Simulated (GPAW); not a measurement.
# PbSe (Clausthalite): equation of state with vdW-DF-cx

The system is PbSe (Clausthalite).

```
Pb Se
1.0
     0.00000    3.06065    3.06065
     3.06065    0.00000    3.06065
     3.06065    3.06065    0.00000
Pb Se
1 1
Cartesian
  0.0000 0.0000 0.0000
  3.0606 3.0606 3.0606
```

```yaml
Program: GPAW 26.7.0
Task: equation of state
Functional: vdW-DF-cx
Potentials_or_basis: GPAW PAW data sets (gpaw-data 1.2.1)
Cutoff: 600 eV
Basis: pw
k_mesh: 6 × 6 × 6
Occupations: fermi-dirac, width 0.05 eV
Spin: no spin polarisation
Maxiter: 150
Eos_scales: "[0.94, 0.96, 0.98, 1.0, 1.02, 1.04, 1.06]"
```

The equilibrium volume is 28.71 Å³/atom, the bulk modulus is 52 GPa and the pressure derivative of the bulk modulus is 4.0 (rough: it moves with the points fitted).

Energy against volume, from the lowest point:
```tsv
volume (Å³/atom)	energy (meV/atom)
26.951	19.50
27.524	8.60
28.097	2.23
28.671	0.00
29.244	1.54
29.818	6.52
30.391	14.48
```

It took 30 s on 1 thread of AMD EPYC 9R45 96-Core Processor (Zen 5), on a shared host, peak memory 0.32 GiB.

The cell as given is a measured one (28.67 Å³/atom); vdW-DF-cx puts the equilibrium volume +0.1 % from it, thermal expansion not counted.

Caveat: the PAW data sets were made with another functional, which shifts forces and pressure a little. The run has no spin-orbit coupling, so splittings on Pb are missing.
